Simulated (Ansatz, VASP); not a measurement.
Si: VASP beside Ansatz

Contents of INCAR:

```
SYSTEM = Si
PREC = Accurate
ENCUT = 520
EDIFF = 1E-6
ISMEAR = -1
SIGMA = 0.08
LREAL = .False.
LASPH = .True.
NELM = 60
ALGO = Normal
ISIF = 2
LWAVE = .False.
LCHARG = .False.
GGA = PE
NBANDS = 11
```

The input KPOINTS:

```
Automatic mesh
0
Gamma
  11 11 11
  0 0 0
```

Contents of POSCAR:

```
Si
1.0
    0.0000000000      2.7154700000      2.7426247000
    2.7154700000      0.0000000000      2.7426247000
    2.7154700000      2.7154700000      0.0000000000
Si
2
Direct
    0.5000000000      0.5000000000      0.5000000000
    0.7500000000      0.7500000000      0.7500000000
```

Input for Ansatz:

```yaml
crystal:
  lattice:
    - [0.0, 2.71547, 2.7426247]
    - [2.71547, 0.0, 2.7426247]
    - [2.71547, 2.71547, 0.0]
  atoms:
    - { symbol: Si, position: [0.5, 0.5, 0.5] }
    - { symbol: Si, position: [0.75, 0.75, 0.75] }
kpoints:
  mp_grid: { grid: [11, 11, 11] }
  band_path:
    path:
      - [0.0, 0.0, 0.0]
      - [0.0, 0.5, 0.5]
      - [0.25, 0.75, 0.5]
      - [0.0, 0.5, 0.0]
      - [0.0, 0.0, 0.0]
      - [0.5, 0.5, 0.0]
      - [0.3725370062, 0.6274629938, 0.0]
      - [-0.3725370062, 0.3725370062, 0.0]
      - [0.0, 0.0, 0.0]
    npoints: 5
scf:
  occupations: { method: fermi_dirac, width: 0.08 }
hamiltonian:
  xc: pbe
  pseudopotentials: { kind: all_electron, lapw: { basis_error: 0.00025 } }
output:
  forces: true
  stress: true
  eigenvalues: true
```

Change from the starting cell: zz strain of +1 %.

Alike in both runs: task single point; functional PBE; k mesh 11 × 11 × 11; occupations fermi-dirac, width 0.08 eV; no spin polarisation.

```csv
,VASP,Ansatz
version,VASP 6.6.1,Ansatz 0.2.0
potentials or method,"VASP PAW PBE potentials, release 64 (Si)","all-electron LAPW, scalar-relativistic"
plane-wave cutoff (eV),520,see its input
```

|  | VASP | Ansatz | Ansatz less VASP |
| --- | --- | --- | --- |
| pressure (GPa) | 1.0 | 1.0 | +0.04 |
| largest component of the traceless stress (GPa) | 0.65 | 0.65 | -0.001 |

Ansatz ran all-electron here, so the differences hold the error of VASP's frozen core and of both bases.

Caveats: an odd mesh through Γ misses points on the zone boundary, where band edges often lie.
